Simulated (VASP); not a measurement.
# CdS, equation of state: which settings are enough?

CdS, P6_3mc (no. 186), 4 atoms in the cell. PBE; PAW potentials Cd, S (PBE set). VASP 6.6.1.

Wanted: equilibrium volume within 0.5 %; bulk modulus within 2.5 %.

What the run is for: choice of potentials; Accuracy asked: standard; Volumes (times the given one): 0.91, 0.94, 0.97, 1, 1.03, 1.06, 1.09.

## Potentials and cutoff

| Potentials and cutoff | Equilibrium volume (Å³/atom) | Bulk modulus (GPa) | Time (s) |
|---|---|---|---|
| Cd_sv_GW S_GW, ENCUT 580 | 26.07 | 53.26 | 443 |
| Cd S_h, ENCUT 650 | 26.21 | 53.18 | 298 |
| Cd S, ENCUT 450 | 26.19 | 53.13 | 191 |
| Cd_GW S_GW, ENCUT 640 | 26.04 | 53.32 | 439 |

Chosen: Cd S, ENCUT 450, the fastest of those that stay within the tolerance.

## All choices together

| Input | Equilibrium volume (Å³/atom) | Bulk modulus (GPa) | Time (s) |
|---|---|---|---|
| chosen settings | 26.19 | 53.13 | 191 |
| reference settings throughout | 26.07 | 53.26 | 443 |

The tolerance is met.

## The input

INCAR:
```
SYSTEM = CdS
  GGA = PE
  ISMEAR = 0
  SIGMA = 0.03
  LWAVE = .FALSE.
  LCHARG = .FALSE.
  ISIF = 2
  NSW = 0
  ENCUT = 450
  PREC = Accurate
  LASPH = .TRUE.
  LREAL = .FALSE.
  ALGO = Normal
  EDIFF = 1E-7
  NELM = 120
  GGA_COMPAT = .FALSE.
  EFERMI = MIDGAP
```

KPOINTS:
```
k-points
0
Gamma
  6 6 4
```

POSCAR.step1:
```
CdS
1.0
    4.0215662496      0.0000000000      0.0000000000
   -2.0107831248      3.4827785352      0.0000000000
    0.0000000000      0.0000000000      6.5285040539
Cd S
2 2
Direct
    0.6666666667      0.3333333333      0.5000000000
    0.3333333333      0.6666666667      0.0000000000
    0.6666666667      0.3333333333      0.8750000000
    0.3333333333      0.6666666667      0.3750000000
```

POSCAR.step2:
```
CdS
1.0
    4.0652823512      0.0000000000      0.0000000000
   -2.0326411756      3.5206377897      0.0000000000
    0.0000000000      0.0000000000      6.5994716144
Cd S
2 2
Direct
    0.6666666667      0.3333333333      0.5000000000
    0.3333333333      0.6666666667      0.0000000000
    0.6666666667      0.3333333333      0.8750000000
    0.3333333333      0.6666666667      0.3750000000
```

POSCAR.step3:
```
CdS
1.0
    4.1080779419      0.0000000000      0.0000000000
   -2.0540389709      3.5576998584      0.0000000000
    0.0000000000      0.0000000000      6.6689448420
Cd S
2 2
Direct
    0.6666666667      0.3333333333      0.5000000000
    0.3333333333      0.6666666667      0.0000000000
    0.6666666667      0.3333333333      0.8750000000
    0.3333333333      0.6666666667      0.3750000000
```

POSCAR.step4:
```
CdS
1.0
    4.1500000000      0.0000000000      0.0000000000
   -2.0750000000      3.5940054257      0.0000000000
    0.0000000000      0.0000000000      6.7370000000
Cd S
2 2
Direct
    0.6666666667      0.3333333333      0.5000000000
    0.3333333333      0.6666666667      0.0000000000
    0.6666666667      0.3333333333      0.8750000000
    0.3333333333      0.6666666667      0.3750000000
```

POSCAR.step5:
```
CdS
1.0
    4.1910917813      0.0000000000      0.0000000000
   -2.0955458907      3.6295919522      0.0000000000
    0.0000000000      0.0000000000      6.8037073086
Cd S
2 2
Direct
    0.6666666667      0.3333333333      0.5000000000
    0.3333333333      0.6666666667      0.0000000000
    0.6666666667      0.3333333333      0.8750000000
    0.3333333333      0.6666666667      0.3750000000
```

POSCAR.step6:
```
CdS
1.0
    4.2313932131      0.0000000000      0.0000000000
   -2.1156966065      3.6644940159      0.0000000000
    0.0000000000      0.0000000000      6.8691315847
Cd S
2 2
Direct
    0.6666666667      0.3333333333      0.5000000000
    0.3333333333      0.6666666667      0.0000000000
    0.6666666667      0.3333333333      0.8750000000
    0.3333333333      0.6666666667      0.3750000000
```

POSCAR.step7:
```
CdS
1.0
    4.2709412363      0.0000000000      0.0000000000
   -2.1354706181      3.6987436087      0.0000000000
    0.0000000000      0.0000000000      6.9333327973
Cd S
2 2
Direct
    0.6666666667      0.3333333333      0.5000000000
    0.3333333333      0.6666666667      0.0000000000
    0.6666666667      0.3333333333      0.8750000000
    0.3333333333      0.6666666667      0.3750000000
```

Commands (each step's output is kept before the next begins):
```
cat potpaw_PBE.64/Cd/POTCAR potpaw_PBE.64/S/POTCAR > POTCAR
cp POSCAR.step1 POSCAR
mpirun -np 1 vasp_std > vasp.out
cp POSCAR.step2 POSCAR
mpirun -np 1 vasp_std > vasp.out
cp POSCAR.step3 POSCAR
mpirun -np 1 vasp_std > vasp.out
cp POSCAR.step4 POSCAR
mpirun -np 1 vasp_std > vasp.out
cp POSCAR.step5 POSCAR
mpirun -np 1 vasp_std > vasp.out
cp POSCAR.step6 POSCAR
mpirun -np 1 vasp_std > vasp.out
cp POSCAR.step7 POSCAR
mpirun -np 1 vasp_std > vasp.out
```

Limits: Total energies under different potentials can't be compared; the cell and the gap can; every volume keeps the cell's shape and the atoms' fractional positions, so the modulus is that of a clamped cell, stiffer than the relaxed one, above all in layered crystals.

The chosen input took VASP 6.6.1 191 s on 1 core (AMD EPYC 9R45 (Zen 5)), a shared host.
